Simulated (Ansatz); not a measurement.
# Cu (I4/mmm) in Ansatz: notebook

One crystal, Cu, is run at these levels: RPBE+D4, revPBE+D3(BJ), revPBE+D4; tasks: relaxation of cell and atoms.

All numbers are computed with Ansatz 0.2.0; they aren't measurements. Logs are shortened: lines on timing, memory, paths and dates and some standing lists are left out, and cuts for length are marked.

## (1) Starting point

The structure is tetragonal, space group I4/mmm (No. 139). The conventional cell has a = 2.886 Å, b = 2.886 Å, c = 2.752 Å, α = 90.00°, β = 90.00°, γ = 90.00°. Cu (site symmetry 4/mmm) is surrounded by 10 Cu at 2.46 to 2.75 Å.

This isn't the form of Cu at room conditions, which is fcc.

## (2) Relaxation of cell and atoms, RPBE+D4

File input.yaml:

```yaml
crystal:
  lattice:
    - [-1.44279332, 1.44279332, 1.37608145]
    - [1.44279332, -1.44279332, 1.37608145]
    - [1.44279332, 1.44279332, -1.37608145]
  atoms:
    - { symbol: Cu, position: [0.0, 0.0, 0.0] }
hamiltonian:
  xc: rpbe
  pseudopotentials: { kind: paw }
  dispersion: d4
kpoints:
  mp_grid: { grid: [13, 13, 13] }
scf:
  occupations: { method: fermi_dirac, width: 0.05 }
output:
  forces: true
  stress: true
  eigenvalues: true
relax:
  f_tol: 0.01
  max_steps: 40
  cell: { stress_tol: 0.05 }
```

Potentials or basis: Ansatz PAW.

The run is started by

```bash
$ ansatz run input.yaml --threads 2 --pin off --max-ram 5632MiB --backend cpu --events-out ev --progress --plain --runs-dir out
```

Output:

```text
Warning: RAYON_NUM_THREADS=2 ignored (pool sized by the plan → 2); use --threads N
Engine: ansatz 0.2.0, aarch64-unknown-linux-gnu
Pseudopotentials: kind: paw
Pseudopotential: Cu, paw, valence charge 19, recommended cutoff 420 eV (normal), Cu.paw.azcp
Functional definition: RPBE
  parameter kappa = 0.804
  parameter beta = 0.06672455060314922
  exchange = rpbe_x(kappa = kappa, mu = beta*pi^2/3)
  correlation = pbe_c(beta = beta)
Crystal: 1 atoms, lattice volume = 11.458 Å³
Basis set: ecut = 420 eV, 225 PW (Γ), exchange–correlation on 36×36×36 points (8 copies of the dense FFT grid, shifted against one another)
Bands: 14, of which v1, the nominal top of the filled ones, is band 10 counted from 1 (9 counted from 0)
Symmetry: 16 space group operations
Space group: I4/mmm (ITA 139), of the structure as read, at distance tolerance 2.3e-5 Å
k-points: 196 of 2197
Non-local potential: Cu, projectors of the file, l = 0: 3, l = 1: 2, l = 2: 3, l = 3: 1
PAW form: soft (Blöchl's): semilocal exchange-correlation on the pseudo side does not see the compensation charge
PAW frozen core: Cu, regenerated for the run's functional, and the local potential with it (the file was generated under x = pbe(κ = 0.804, μ = 0.2195149727645171), c = pbe(β = 0.06672455060314922))
PAW one-centre angular grid: Cu, 590 points (default); XC on 64 Gauss nodes
Initial density: superposition of atomic densities (neutral atoms: chi_scale 0, normalization atom), corrected by the library's trained network
Initial wavefunctions: pseudopotential atomic-orbital guess
Functional: x = rpbe, c = pbe(β = 0.06672455060314922)
SCF iter   1: F=—  HF=-6631.454951 eV  |F-HF|=—  |Δ(HF+E_count)|=         —  Δρ=9.92e-3  dr2=5.66e-3  ethr=1.77e-3  ⟨swp⟩=5.5  Hψ=13869  notcnv=0
preconditioner: auto → none  [metal: Δε(μ)=0.037 eV  Ē_g=17.657 eV  σ=0.050 eV  W_gap=0.18  n_scr=0 (ndim 8)  ℏωp=36.4 eV  f_vac=0.000  D(μ)=0.32/eV (n_scr^D=0)]
SCF iter   2: F=—  HF=-6631.453759 eV  |F-HF|=—  |Δ(HF+E_count)|=   1.19e-3  Δρ=7.01e-4  dr2=2.57e-5  ethr=2.98e-5  ⟨swp⟩=2.7  Hψ=5758  notcnv=0  defer=53
SCF iter   3: F=—  HF=-6631.453760 eV  |F-HF|=—  |Δ(HF+E_count)|=   7.49e-7  Δρ=5.29e-4  dr2=1.02e-5  ethr=1.35e-7  ⟨swp⟩=2.0  Hψ=4425  notcnv=0  defer=53
SCF iter   4: F=—  HF=-6631.453769 eV  |F-HF|=—  |Δ(HF+E_count)|=   9.12e-6  Δρ=4.89e-5  dr2=7.39e-8  ethr=5.38e-8  ⟨swp⟩=1.8  Hψ=3107  notcnv=0  defer=53
iter 5 did not close the SCF: its close was put off for the readings that it lacked (scf_convergence_deferred on its scf_iter line)
SCF iter   5: F=-6631.453769 eV  HF=-6631.453769 eV  |F-HF|=1.82e-11  |Δ(HF+E_count)|=   1.42e-7  Δρ=2.81e-6  dr2=2.54e-10  ethr=3.89e-10  ⟨swp⟩=2.0  Hψ=4421  notcnv=0  defer=53
SCF iter   6: F=-6631.453769 eV  HF=-6631.453769 eV  |F-HF|=1.82e-12  |Δ(HF+E_count)|=  3.81e-10  Δρ=1.87e-7  dr2=1.41e-12  ethr=1.34e-12  ⟨swp⟩=2.2  Hψ=8762  notcnv=0
SCF 1 converged in 6 iterations: F = -6631.453769 eV  dr2 = 1.41e-12
relax step   1: F+E_penalty+E_count = -6631.45376893 eV  Δ(F+E_penalty+E_count) = +0.000e0 eV  max|allowed force component| = 0.000e0 eV/Å  Δτ_max = 0.0000 Å  P = -2.577 GPa  Ω = 11.458 Å³  (6 SCF iters, dr2 threshold 1.00e-7 eV, accepted)
Crystal: 1 atoms, lattice volume = 11.368 Å³
Initial density: handed on by an earlier stage of this run
Initial wavefunctions: those handed on with the density
iter 1 solved again at ethr=3.26e-6 eV; its pass at ethr=3.10e-3 eV (dr2=6.18e-4 eV) is discarded
SCF iter   1: F=—  HF=-6631.455111 eV  |F-HF|=—  |Δ(HF+E_count)|=         —  Δρ=2.88e-3  dr2=6.05e-4  ethr=3.26e-6  ⟨swp⟩=2.1  Hψ=16909  notcnv=0
preconditioner: auto → none  [metal: Δε(μ)=0.039 eV  Ē_g=17.689 eV  σ=0.050 eV  W_gap=0.19  n_scr=0 (ndim 8)  ℏωp=36.5 eV  f_vac=0.000  D(μ)=0.31/eV (n_scr^D=0)]
SCF iter   2: F=—  HF=-6631.454989 eV  |F-HF|=—  |Δ(HF+E_count)|=   1.22e-4  Δρ=2.33e-4  dr2=3.97e-6  ethr=3.18e-6  ⟨swp⟩=2.1  Hψ=3743  notcnv=0
SCF iter   3: F=—  HF=-6631.454979 eV  |F-HF|=—  |Δ(HF+E_count)|=   9.52e-6  Δρ=1.65e-4  dr2=2.57e-6  ethr=2.09e-8  ⟨swp⟩=2.1  Hψ=4400  notcnv=0
iter 4 did not close the SCF: its close was put off for the readings that it lacked (scf_convergence_deferred on its scf_iter line)
SCF iter   4: F=-6631.454979 eV  HF=-6631.454979 eV  |F-HF|=2.23e-8  |Δ(HF+E_count)|=   5.94e-7  Δρ=1.75e-5  dr2=9.13e-9  ethr=1.35e-8  ⟨swp⟩=2.0  Hψ=3832  notcnv=0
iter 5 did not close the SCF: its close was put off for the readings that it lacked (scf_convergence_deferred on its scf_iter line)
[... 46 lines left out ...]
Crystal: 1 atoms, lattice volume = 11.271 Å³
iter 1 solved again at ethr=3.79e-9 eV; its pass at ethr=3.10e-3 eV (dr2=7.21e-7 eV) is discarded
SCF iter   1: F=—  HF=-6631.455522 eV  |F-HF|=—  |Δ(HF+E_count)|=         —  Δρ=9.08e-5  dr2=5.07e-7  ethr=3.79e-9  ⟨swp⟩=2.3  Hψ=17958  notcnv=0
preconditioner: auto → none  [metal: Δε(μ)=0.036 eV  Ē_g=17.811 eV  σ=0.050 eV  W_gap=0.17  n_scr=0 (ndim 8)  ℏωp=36.7 eV  f_vac=0.000  D(μ)=0.31/eV (n_scr^D=0)]
SCF iter   2: F=—  HF=-6631.455522 eV  |F-HF|=—  |Δ(HF+E_count)|=   6.26e-7  Δρ=2.38e-5  dr2=2.19e-8  ethr=2.67e-9  ⟨swp⟩=2.3  Hψ=3823  notcnv=0
iter 3 did not close the SCF: its close was put off for the readings that it lacked (scf_convergence_deferred on its scf_iter line)
SCF iter   3: F=-6631.455522 eV  HF=-6631.455522 eV  |F-HF|=6.27e-10  |Δ(HF+E_count)|=  7.19e-10  Δρ=9.93e-6  dr2=5.22e-9  ethr=1.15e-10  ⟨swp⟩=2.4  Hψ=3856  notcnv=0
iter 4 did not close the SCF: its close was put off for the readings that it lacked (scf_convergence_deferred on its scf_iter line)
SCF iter   4: F=-6631.455522 eV  HF=-6631.455522 eV  |F-HF|=5.64e-11  |Δ(HF+E_count)|=  9.90e-10  Δρ=1.14e-6  dr2=5.65e-11  ethr=2.75e-11  ⟨swp⟩=2.3  Hψ=3706  notcnv=0
iter 5 did not close the SCF: its close was put off for the readings that it lacked (scf_convergence_deferred on its scf_iter line)
SCF iter   5: F=-6631.455522 eV  HF=-6631.455522 eV  |F-HF|=9.09e-13  |Δ(HF+E_count)|=  6.28e-11  Δρ=4.70e-8  dr2=6.77e-14  ethr=1.00e-12  ⟨swp⟩=1.1  Hψ=2808  notcnv=0
SCF iter   6: F=-6631.455522 eV  HF=-6631.455522 eV  |F-HF|=0.00e0  |Δ(HF+E_count)|=  9.09e-13  Δρ=6.69e-9  dr2=1.46e-15  ethr=1.00e-12  ⟨swp⟩=1.4  Hψ=6449  notcnv=0
SCF 6 converged in 6 iterations: F = -6631.455522 eV  dr2 = 1.46e-15
relax step   6: F+E_penalty+E_count = -6631.45552161 eV  Δ(F+E_penalty+E_count) = -3.540e-6 eV  max|allowed force component| = 0.000e0 eV/Å  Δτ_max = 0.0000 Å  P = -0.018 GPa  Ω = 11.271 Å³  energy of the carried Pulay correction = +2.082e-4 eV  (6 SCF iters, dr2 threshold 6.66e-9 eV, accepted)
Initial wavefunctions: pseudopotential atomic-orbital guess (no wavefunctions were taken with the density)
iter 1 solved again at ethr=5.92e-10 eV; its pass at ethr=3.10e-3 eV (dr2=1.12e-7 eV) is discarded
SCF iter   1: F=—  HF=-6631.455289 eV  |F-HF|=—  |Δ(HF+E_count)|=         —  Δρ=5.34e-5  dr2=5.71e-8  ethr=5.92e-10  ⟨swp⟩=4.0  Hψ=23359  notcnv=0
SCF iter   2: F=—  HF=-6631.455288 eV  |F-HF|=—  |Δ(HF+E_count)|=   4.94e-7  Δρ=4.26e-5  dr2=9.31e-8  ethr=3.01e-10  ⟨swp⟩=2.0  Hψ=4574  notcnv=0
SCF iter   3: F=—  HF=-6631.455288 eV  |F-HF|=—  |Δ(HF+E_count)|=   4.13e-8  Δρ=1.90e-5  dr2=2.03e-8  ethr=3.01e-10  ⟨swp⟩=2.1  Hψ=3737  notcnv=0
SCF iter   4: F=—  HF=-6631.455288 eV  |F-HF|=—  |Δ(HF+E_count)|=   6.12e-9  Δρ=2.02e-6  dr2=1.32e-10  ethr=1.07e-10  ⟨swp⟩=2.1  Hψ=3783  notcnv=0
iter 5 did not close the SCF: its close was put off for the readings that it lacked (scf_convergence_deferred on its scf_iter line)
SCF iter   5: F=-6631.455288 eV  HF=-6631.455288 eV  |F-HF|=9.09e-13  |Δ(HF+E_count)|=  2.27e-10  Δρ=4.10e-8  dr2=4.11e-14  ethr=1.00e-12  ⟨swp⟩=2.5  Hψ=4459  notcnv=0
SCF iter   6: F=-6631.455288 eV  HF=-6631.455288 eV  |F-HF|=0.00e0  |Δ(HF+E_count)|=  1.82e-12  Δρ=5.11e-9  dr2=7.79e-16  ethr=1.00e-12  ⟨swp⟩=3.1  Hψ=9468  notcnv=0
SCF 7 converged in 6 iterations: F = -6631.455288 eV  dr2 = 7.79e-16
relax step   7: F+E_penalty+E_count = -6631.45528840 eV  Δ(F+E_penalty+E_count) = +2.332e-4 eV  max|allowed force component| = 0.000e0 eV/Å  Δτ_max = 0.0000 Å  P = +0.007 GPa  Ω = 11.271 Å³  stress off target by 7.06e-3 GPa  SCF on the basis re-selected at this cell (its energy is not comparable with the rows above)  (6 SCF iters)
basis re-selected at this cell: Δ(F+E_penalty+E_count) = +2.332e-4 eV, ΔP = +0.025 GPa vs the last step (what re-selecting the basis moved, of the pressure what is left beyond the Pulay correction that the steps carried, after the strain that the cell walked since its last selection, with what the two solves' SCF thresholds leave and, on support functions, any second-order correction that the steps lacked; it is no measure of the basis error at this ecutwfc). This SCF's stress stands 7.06e-3 GPa from its target on what of the cell is left free (relax.cell.stress_tol is 5.00e-2 GPa) and its largest allowed force component is 0.00e0 eV/Å (relax.f_tol is 1.00e-2 eV/Å): within both
SCF converged after 6 iterations
Free energy (F): -6631.455288 eV
Harris-Foulkes:  -6631.455288 eV  (|F-HF|=0.00e0)
Internal energy: -6631.452784 eV  (E = F + TS)
E sigma→0 (E₀):  -6631.454036 eV
Entropy (-TS):   -0.002505 eV (-2.505 meV/atom)
Fermi energy:    17.907441 eV
--- Per-component energies (eV) ---
  E_band       = -340.015696
  E_kinetic    = 300.405683
  E_local      = -3964.399566  (includes V_loc(G=0)·N_el)
  E_nonlocal   = 389.128234
  E_hartree    = 1750.698848
  E_xc         = -90.026803
  E_vxc        = -116.059428  (∫ρ·V_xc dr)
  E_paw        = -1667.740745  (= ΣΔE_a)
  E_vpaw       = -450.488622  (= ΣTr[D̂ρ^β])
  E_aug_tail   = 0.000307  (compensation charges beyond the density's cutoff)
  E_ewald      = -3348.307320
  E_disp       = -1.169159  (pairwise vdW)
  E_core_change = -0.042261  (= ΣΔE_core)
  E_smearing   = -0.002505  (= −TS)
  E_closure    = -0.000000  (closes the sum)
  Σ components = -6631.455288   (vs F -6631.455288, Δ=0.00e0)
--- Forces (eV/Å), atoms counted from 1 ---
  atom   1  Cu    -0.00000000     0.00000000    -0.00000000
  max |Σ_I F_I| component: 1.73e-31 eV/Å
--- Stress (GPa, compression-positive) ---
        0.007056       0.000000      -0.000000
        0.000000       0.007056      -0.000000
       -0.000000      -0.000000       0.006845
  P = ⅓ Tr σ = 0.0070 GPa (0.070 kbar)
--- Band table (eV; the first three rows and the last of 196) ---
  k-point 0: bands = ["-94.8869", "-52.1083", "-52.1058", "-52.1058", "8.1888", "14.6116", "14.7927", "14.7927", "15.7122", "15.9031", "43.0160", "43.0160", "44.1311", "47.0198"]
  k-point 1: bands = ["-94.8858", "-52.1135", "-52.1109", "-52.1056", "8.4179", "14.6142", "14.7520", "14.8834", "15.6674", "15.8995", "40.4609", "42.7794", "43.6168", "45.4026"]
  k-point 2: bands = ["-94.8829", "-52.1347", "-52.1179", "-52.1050", "9.0882", "14.6055", "14.6402", "15.1412", "15.5755", "15.8911", "36.3789", "41.3941", "42.6747", "43.1601"]
  k-point 195: bands = ["-94.8540", "-52.2088", "-52.2079", "-52.1994", "13.0624", "13.1129", "16.3542", "16.3882", "16.3900", "24.8601", "25.9936", "27.6589", "31.7457", "32.6477"]
--- Relaxed structure (6 steps of the walk, 6 accepted, 1 SCFs on fresh bases) ---
  F+E_penalty+E_count = -6631.45528840 eV   max|allowed force component| = 0.000e0 eV/Å   (the final SCF, on the basis selected at the relaxed cell)
  cell:  # Å, volume = 11.2709 Å³
    - [-1.4326206385471894, 1.4326206385471894, 1.3728882737006116]
    - [1.4326206385471894, -1.4326206385471894, 1.3728882737006116]
    - [1.4326206385471894, 1.4326206385471894, -1.3728882737006116]
  atoms:
    - { symbol: Cu, position: [0.0, 0.0, 0.0] }
```

Run time: 7.9 s. Hardware: 2 threads of Arm Neoverse V2, shared host; peak memory 0.3 GiB.

What came out:

```yaml
Free_energy: -6631.4553 eV
Relaxed_volume: 11.27 Å³/atom
Relaxed_cell: a = 2.447 Å, b = 2.447 Å, c = 2.447 Å, α = 108.34°, β = 108.34°, γ = 111.75°
Space_group_after_relaxing_to_0.05_Å: I4/mmm (No. 139)
Energy_gained_by_relaxing: 1.5 meV/atom
Ionic_steps: 7
Pressure_after_relaxing: 0.0 GPa
Band_gap_on_the_k_mesh: none (metal or under the smearing width)
```

Step by step:
| step | energy change (eV) | largest force (eV/Å) | volume (Å³) |
| --- | --- | --- | --- |
| 1 | 0.0000 | 0.0000 | 11.46 |
| 2 | -0.0012 | 0.0000 | 11.37 |
| 3 | -0.0017 | 0.0000 | 11.27 |
| 4 | -0.0017 | 0.0000 | 11.27 |
| 5 | -0.0017 | 0.0000 | 11.27 |
| 6 | -0.0018 | 0.0000 | 11.27 |
| 7 | -0.0015 | 0.0000 | 11.27 |

Final structure:
```
Cu
1.0
    -1.43262    1.43262    1.37289
     1.43262   -1.43262    1.37289
     1.43262    1.43262   -1.37289
Cu
1
Direct
  0.00000 0.00000 0.00000
```

Levels at points of the mesh, in eV from the Fermi level:
```csv
k point,band 8,band 9,band 10,band 11,band 12,band 13
"(0.00, 0.00, 0.00)",-3.11,-2.20,-2.00,25.11,25.11,26.22
```

Caveat: the plane-wave basis is chosen anew once the cell has moved, so the energies of steps on either side of that aren't comparable; pairwise dispersion overbinds metals, which lowers pressure and volume; the PAW data sets come from PBE, with cores solved anew for the run's functional, which leaves a small shift of forces and pressure.

## (3) Relaxation of cell and atoms, revPBE+D3(BJ)

Edit input.yaml of step 2 so:

```diff
@@ -8,5 +8,5 @@
 hamiltonian:
-  xc: rpbe
+  xc: revpbe
   pseudopotentials: { kind: paw }
-  dispersion: d4
+  dispersion: d3bj
 kpoints:
```

Potentials or basis: Ansatz PAW.

The run is started by

```bash
$ ansatz run input.yaml --threads 2 --pin off --max-ram 5632MiB --backend cpu --events-out ev --progress --plain --runs-dir out
```

Output:

```text
Warning: RAYON_NUM_THREADS=2 ignored (pool sized by the plan → 2); use --threads N
[... 3 set-up lines as earlier in the session ...]
Functional definition: revPBE
  parameter kappa = 1.245
[... 1 set-up line as earlier in the session ...]
  exchange = pbe_x(kappa = kappa, mu = beta*pi^2/3)
[... 1 set-up line as earlier in the session ...]
Crystal: 1 atoms, lattice volume = 11.458 Å³
Basis set: ecut = 420 eV, 225 PW (Γ), exchange–correlation on 36×36×36 points (8 copies of the dense FFT grid, shifted against one another)
Bands: 14, of which v1, the nominal top of the filled ones, is band 10 counted from 1 (9 counted from 0)
[... 2 set-up lines as earlier in the session ...]
k-points: 196 of 2197
[... 1 set-up line as earlier in the session ...]
[... 148 lines left out ...]
  Σ components = -6629.986235   (vs F -6629.986235, Δ=0.00e0)
--- Forces (eV/Å), atoms counted from 1 ---
  atom   1  Cu    -0.00000000     0.00000000     0.00000000
  max |Σ_I F_I| component: 3.08e-33 eV/Å
--- Stress (GPa, compression-positive) ---
       -0.002894      -0.000000       0.000000
       -0.000000      -0.002894       0.000000
        0.000000       0.000000       0.002490
  P = ⅓ Tr σ = -0.0011 GPa (-0.011 kbar)
--- Band table (eV; the first three rows and the last of 196) ---
  k-point 0: bands = ["-94.4463", "-51.6827", "-51.6806", "-51.6806", "8.4695", "15.0110", "15.1633", "15.1633", "16.1493", "16.3101", "43.7924", "43.7924", "44.6907", "47.9018"]
  k-point 1: bands = ["-94.4452", "-51.6890", "-51.6855", "-51.6804", "8.7034", "15.0125", "15.1201", "15.2578", "16.1028", "16.3077", "41.2947", "43.4829", "44.1905", "46.3058"]
  k-point 2: bands = ["-94.4419", "-51.7121", "-51.6933", "-51.6798", "9.3877", "14.9997", "15.0015", "15.5264", "16.0081", "16.3029", "37.1957", "42.0090", "43.2631", "43.8631"]
  k-point 195: bands = ["-94.4098", "-51.7919", "-51.7909", "-51.7831", "13.3892", "13.4339", "16.7936", "16.8222", "16.8324", "25.4893", "26.6406", "28.0180", "32.4584", "33.2805"]
--- Relaxed structure (7 steps of the walk, 7 accepted, 2 SCFs on fresh bases) ---
  F+E_penalty+E_count = -6629.98623454 eV   max|allowed force component| = 0.000e0 eV/Å   (the final SCF, on the basis selected at the relaxed cell)
  cell:  # Å, volume = 11.0272 Å³
    - [-1.418540836064596, 1.418540836064596, 1.3699995567100336]
    - [1.418540836064596, -1.418540836064596, 1.3699995567100336]
    - [1.418540836064596, 1.418540836064596, -1.3699995567100336]
  atoms:
    - { symbol: Cu, position: [0.0, 0.0, 0.0] }
```

It took 8.7 s on 2 threads of Arm Neoverse V2, shared host; peak memory 0.31 GiB.

What came out:

| Property | Result |
| --- | --- |
| Free energy | -6629.9862 eV |
| Relaxed volume | 11.03 Å³/atom |
| Relaxed cell | a = 2.429 Å, b = 2.429 Å, c = 2.429 Å, α = 108.54°, β = 108.54°, γ = 111.34° |
| Space group after relaxing (to 0.05 Å) | I4/mmm (No. 139) |
| Energy gained by relaxing | 8.5 meV/atom |
| Ionic steps | 9 |
| Pressure after relaxing | 0.0 GPa |
| Band gap on the k mesh | none (metal or under the smearing width) |

The path:
```csv
step,energy change (eV),largest force (eV/Å),volume (Å³)
1,0.0000,0.0000,11.46
2,-0.0064,0.0000,11.25
3,-0.0090,0.0000,11.01
4,-0.0090,0.0000,11.03
5,-0.0090,0.0000,11.03
6,-0.0090,0.0000,11.02
7,-0.0085,0.0000,11.02
8,-0.0085,0.0000,11.03
9,-0.0085,0.0000,11.03
```

Final structure:
```yaml
crystal:
  lattice:
    - [-1.41854, 1.41854, 1.37000]
    - [1.41854, -1.41854, 1.37000]
    - [1.41854, 1.41854, -1.37000]
  atoms:
    - { symbol: Cu, position: [0.00000, 0.00000, 0.00000] }
```

Levels at points of the mesh, in eV from the Fermi level:
| k point | band 6 | band 7 | band 8 | band 9 | band 10 | band 11 | band 12 | band 13 | band 14 |
| --- | --- | --- | --- | --- | --- | --- | --- | --- | --- |
| (0.00, 0.00, 0.00) | -3.36 | -3.21 | -3.21 | -2.22 | -2.06 | 25.42 | 25.42 | 26.32 | 29.53 |

Caveat: the plane-wave basis is chosen anew once the cell has moved, so the energies of steps on either side of that aren't comparable; pairwise dispersion overbinds metals, which lowers pressure and volume; the PAW data sets come from PBE, with cores solved anew for the run's functional, which leaves a small shift of forces and pressure.

## (4) Relaxation of cell and atoms, revPBE+D4

Edit input.yaml of step 3 so:

```diff
@@ -10,3 +10,3 @@
   pseudopotentials: { kind: paw }
-  dispersion: d3bj
+  dispersion: d4
 kpoints:
```

The run is started by

```bash
$ ansatz run input.yaml --threads 2 --pin off --max-ram 5632MiB --backend cpu --events-out ev --progress --plain --runs-dir out
```

Run time: 7.8 s. Hardware: 2 threads of Arm Neoverse V2, shared host; peak memory 0.31 GiB.

It converged, with:

* Free energy: -6629.8262 eV
* Relaxed volume: 11.27 Å³/atom
* Relaxed cell: a = 2.447 Å, b = 2.447 Å, c = 2.447 Å, α = 108.36°, β = 108.36°, γ = 111.72°
* Space group after relaxing (to 0.05 Å): I4/mmm (No. 139)
* Energy gained by relaxing: 1.6 meV/atom
* Ionic steps: 7
* Pressure after relaxing: 0.0 GPa
* Band gap on the k mesh: none (metal or under the smearing width)

Step by step:
| step | energy change (eV) | largest force (eV/Å) | volume (Å³) |
| --- | --- | --- | --- |
| 1 | 0.0000 | 0.0000 | 11.46 |
| 2 | -0.0013 | 0.0000 | 11.37 |
| 3 | -0.0018 | 0.0000 | 11.26 |
| 4 | -0.0018 | 0.0000 | 11.27 |
| 5 | -0.0018 | 0.0000 | 11.27 |
| 6 | -0.0018 | 0.0000 | 11.27 |
| 7 | -0.0016 | 0.0000 | 11.27 |

Final structure:
```
CELL_PARAMETERS angstrom
-1.43215 1.43215 1.37330
1.43215 -1.43215 1.37330
1.43215 1.43215 -1.37330
ATOMIC_POSITIONS crystal
Cu 0.00000 0.00000 0.00000
```

Levels at points of the mesh, in eV from the Fermi level:
```
           k point  band 8  band 9  band 10  band 11  band 12  band 13
(0.00, 0.00, 0.00)   -3.12   -2.19    -2.01    25.13    25.13    26.23
```

Caveat: the plane-wave basis is chosen anew once the cell has moved, so the energies of steps on either side of that aren't comparable; pairwise dispersion overbinds metals, which lowers pressure and volume; the PAW data sets come from PBE, with cores solved anew for the run's functional, which leaves a small shift of forces and pressure.

## (5) The runs side by side

```csv
level,gap on the mesh (eV),pressure (GPa),relaxed volume (Å³/atom)
RPBE+D4,none,0.0,11.27
revPBE+D3(BJ),none,0.0,11.03
revPBE+D4,none,0.0,11.27
```

Alike in all rows: task relaxation of cell and atoms; potentials or basis Ansatz PAW; no spin polarisation; cell relaxed; k mesh 13 × 13 × 13; cutoff (eV) 420; smearing fermi-dirac 0.05 eV.

Caveats: the plane-wave basis is chosen anew once the cell has moved, so the energies of steps on either side of that aren't comparable; pairwise dispersion overbinds metals, which lowers pressure and volume; the PAW data sets come from PBE, with cores solved anew for the run's functional, which leaves a small shift of forces and pressure.

Absolute energies hang on the potentials; compare differences alone.
